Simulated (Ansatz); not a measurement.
A generator proposed this cell of SiO2.

```
Si O
1.0
    -1.63419    1.86955    2.81237
     1.63419   -1.86955    2.81237
     1.63419    1.86955   -2.81237
Si O
1 2
Cartesian
  1.6342 0.0000 0.0000
  0.0000 1.8696 0.0000
  0.0000 0.0000 0.0000
```

All numbers below come from DFT PBE, scalar-relativistic, plane waves, PAW in Ansatz. Cutoff 420 eV; k points 8×8×8 on the computed 3-atom cell (Γ-centred); Gaussian smearing, width 0.10 eV; no spin polarisation.

Formation energies are uncorrected and refer to the elements' standard structures at the same level (O₂ as a molecule).

Question: How far from equilibrium is it?

Answer: The pressure is 22.8 GPa (the mean over three directions, positive in compression), the largest force is 0.00 eV/Å (symmetry fixes the atoms), and the energy is +0.28 eV/atom against the elements. The shortest distance is 1.63 Å.

Question: How much does it gain on relaxing, and where does it end?

Answer: Relaxing gains about 2.0 eV/atom (the start's value is from the coarse mesh, so the gain is rough) in 36 ionic steps and ends at −1.70 eV/atom on the finer mesh. The symmetry goes from Immm (No. 71) to I4/mmm (No. 139). The volume per atom grows by 6.4 %, from 11.5 to 12.2 Å³. The shortest distance goes from 1.63 Å (Si–O) to 1.67 Å (Si–O). Conventional cell: a = 3.343 Å, c = 6.543 Å. Si has 4 O at 1.67 Å; around O lie 2 Si at 1.67 Å.

The last run used a 20×20×20 mesh for its 3-atom cell and Gaussian smearing of 0.10 eV. Weakly bound directions are ill-defined at this level, which has no dispersion term. The relaxation can't lower the symmetry of the start. Symmetry constrained the relaxation, so the result can be a saddle point. Another cell of SiO2 relaxed alike, in I-42d (a cell as deposited in COD), lies 1.09 eV/atom lower, so this cell isn't the stable form at this level.
